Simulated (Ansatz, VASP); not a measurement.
## One calculation of Hf, two programs

INCAR

```
SYSTEM = Hf
  PREC = Accurate
  ENCUT = 520
  EDIFF = 1E-7
  ISMEAR = -1
  SIGMA = 0.05
  LREAL = .FALSE.
  LASPH = .TRUE.
  NELM = 60
  ALGO = Normal
  ISIF = 2
  LWAVE = .FALSE.
  LCHARG = .TRUE.
  GGA = PE
  LELF = .TRUE.
  LVHAR = .TRUE.
  NBANDS = 17
```

The input KPOINTS:

```
regular mesh
0
G
  13 13 7
  0 0 0
```

POSCAR

```
Hf
1.0
    3.2283510632      0.0000000000      0.0000000000
   -1.6141755316      2.7958340330      0.0000000000
    0.0000000000      0.0000000000      5.1078804847
Hf
2
Direct
    0.3333333333      0.6666666667      0.2500000000
    0.6666666667      0.3333333333      0.7500000000
```

Input for Ansatz:

```yaml
crystal:
  lattice:
    - [3.2283510632, 0.0, 0.0]
    - [-1.6141755316, 2.795834033, 0.0]
    - [0.0, 0.0, 5.1078804847]
  atoms:
    - { symbol: Hf, position: [0.3333333333, 0.6666666667, 0.25] }
    - { symbol: Hf, position: [0.6666666667, 0.3333333333, 0.75] }
kpoints:
  mp_grid: { grid: [13, 13, 7] }
scf:
  occupations: { method: fermi_dirac, width: 0.05 }
hamiltonian:
  xc: pbe
  pseudopotentials: { kind: all_electron, lapw: { basis_error: 0.0005 } }
output:
  forces: true
  stress: true
  eigenvalues: true
```

Change from the starting cell: volume scaled by 1.03.

Alike in both runs: task single point; functional PBE; k mesh 13 × 13 × 7; occupations fermi-dirac, width 0.05 eV; no spin polarisation.

|  | VASP | Ansatz |
| --- | --- | --- |
| version | VASP 6.6.1 | Ansatz 0.2.0 |
| potentials or method | VASP PAW PBE potentials, release 64 (Hf_pv) | all-electron LAPW, scalar-relativistic |
| plane-wave cutoff (eV) | 520 | see its input |

|  | VASP | Ansatz | Ansatz less VASP |
| --- | --- | --- | --- |
| pressure (GPa) | -2.7 | -2.3 | +0.45 |
| largest component of the traceless stress (GPa) | 0.23 | 0.16 | -0.066 |

Ansatz ran all-electron here, so the differences hold the error of VASP's frozen core and of both bases.

Spin-orbit coupling is left out, which matters for the levels of Hf.
